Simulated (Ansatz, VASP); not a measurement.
**One calculation of Si, two programs**

File INCAR:

```
SYSTEM = Si
PREC = Accurate
ENCUT = 520
EDIFF = 1E-7
ISMEAR = -1
SIGMA = 0.05
LREAL = .False.
LASPH = .True.
NELM = 80
ALGO = Normal
ISIF = 2
LWAVE = .False.
LCHARG = .True.
LELF = .True.
LVHAR = .True.
NBANDS = 16
```

Contents of KPOINTS:

```
regular mesh
0
Gamma
  8 8 4
  0 0 0
```

File POSCAR:

```
Si
1.0
    3.8313174605      0.0000000000      0.0000000000
   -1.9156587303      3.3180182508      0.0000000000
    0.0000000000      0.0000000000      6.3326220002
Si
4
Direct
    0.6666666667      0.3333333333      0.9369905000
    0.3333333333      0.6666666667      0.4369905000
    0.6666666667      0.3333333333      0.5630095000
    0.3333333333      0.6666666667      0.0630095000
```

The input input.yaml:

```yaml
crystal:
  lattice:
    - [3.8313174605, 0.0, 0.0]
    - [-1.9156587303, 3.3180182508, 0.0]
    - [0.0, 0.0, 6.3326220002]
  atoms:
    - { symbol: Si, position: [0.6666666667, 0.3333333333, 0.9369905] }
    - { symbol: Si, position: [0.3333333333, 0.6666666667, 0.4369905] }
    - { symbol: Si, position: [0.6666666667, 0.3333333333, 0.5630095] }
    - { symbol: Si, position: [0.3333333333, 0.6666666667, 0.0630095] }
kpoints:
  mp_grid: { grid: [8, 8, 4] }
  band_path:
    path:
      - [0.0, 0.0, 0.0]
      - [0.5, 0.0, 0.0]
      - [0.3333333333, 0.3333333333, 0.0]
      - [0.0, 0.0, 0.0]
      - [0.0, 0.0, 0.5]
      - [0.5, 0.0, 0.5]
      - [0.3333333333, 0.3333333333, 0.5]
      - [0.0, 0.0, 0.5]
    npoints: 10
scf:
  occupations: { method: fermi_dirac, width: 0.05 }
hamiltonian:
  xc: lda
  pseudopotentials: { kind: all_electron, lapw: { basis_error: 0.002 } }
output:
  forces: true
  stress: true
  eigenvalues: true
```

Alike in both runs: functional LDA; k mesh 8 × 8 × 4; occupations fermi-dirac, width 0.05 eV; no spin polarisation.

|  | VASP | Ansatz |
| --- | --- | --- |
| version | VASP 6.6.1 | Ansatz 0.2.0 |
| potentials or method | VASP PAW LDA potentials, release 64 (Si) | all-electron LAPW, scalar-relativistic |
| plane-wave cutoff (eV) | 520 | see its input |
| task | single point | band structure |

```csv
,VASP,Ansatz,Ansatz less VASP
gap on the k mesh at the Fermi level (eV),0.31,0.32,+0.005
least direct gap on the mesh (eV),0.93,0.92,-0.007
pressure (GPa),-2.0,-2.1,-0.08
rms of the force components (eV/Å),0.009,0.009,+0.0002
```

Atom by atom the forces differ by 0.000 eV/Å (rms over components). Ansatz ran all-electron here, so the differences hold the error of VASP's frozen core and of both bases.
